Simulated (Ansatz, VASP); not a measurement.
## Two plane-wave programs on La

Contents of POSCAR:

```
La
1.0
   -2.1722737915      2.1722737915      2.1722737915
    2.1722737915     -2.1722737915      2.1722737915
    2.1722737915      2.1722737915     -2.1722737915
La
1
Direct
    0.0000000000      0.0000000000      0.0000000000
```

INCAR.step1

```
PREC = Accurate
ENCUT = 520
ISMEAR = -1
SIGMA = 0.1
LREAL = F
LASPH = T
NELM = 100
NBANDS = 12
GGA = PE
ALGO = Normal
EDIFF = 1E-4
LWAVE = T
LCHARG = F
```

File INCAR.step2:

```
PREC = Accurate
ENCUT = 520
EDIFF = 1E-7
ISMEAR = -1
SIGMA = 0.1
LREAL = F
LASPH = T
NELM = 100
ALGO = Normal
ISIF = 2
LWAVE = F
LCHARG = F
METAGGA = R2SCAN
LMIXTAU = T
NBANDS = 12
ISTART = 1
```

Contents of KPOINTS:

```
Automatic mesh
0
Gamma
  8 8 8
```

Input for Ansatz:

```yaml
crystal:
  lattice:
    - [-2.1722737914938417, 2.1722737914938417, 2.1722737914938417]
    - [2.1722737914938417, -2.1722737914938417, 2.1722737914938417]
    - [2.1722737914938417, 2.1722737914938417, -2.1722737914938417]
  atoms:
    - { symbol: La, position: [0.0, 0.0, 0.0] }
basis:
  ecutwfc: 571.4391111657479
kpoints:
  mp_grid:
    grid: [8, 8, 8]
hamiltonian:
  xc: r2scan
scf:
  occupations:
    method: fermi_dirac
output:
  stress: true
```

This isn't the form of La at room conditions, which is double hcp.

Alike in both runs: task single point; functional r2SCAN; k mesh 8 × 8 × 8; no spin polarisation.

```csv
,VASP,Ansatz
version,VASP 6.6.1,Ansatz 0.2.0
potentials or method,"VASP PAW PBE potentials, release 64 (La)","plane waves, PAW"
plane-wave cutoff (eV),520,571
occupations,"fermi-dirac, width 0.1 eV",fermi-dirac
valence electrons in the cell,11,11
```

```tsv
	VASP	Ansatz	Ansatz less VASP
pressure (GPa)	-1.6	-1.6	-0.04
```

Caveats: the PAW data sets were made with another functional, which shifts forces and pressure a little (VASP). Spin-orbit coupling is left out, which matters for the levels of La.
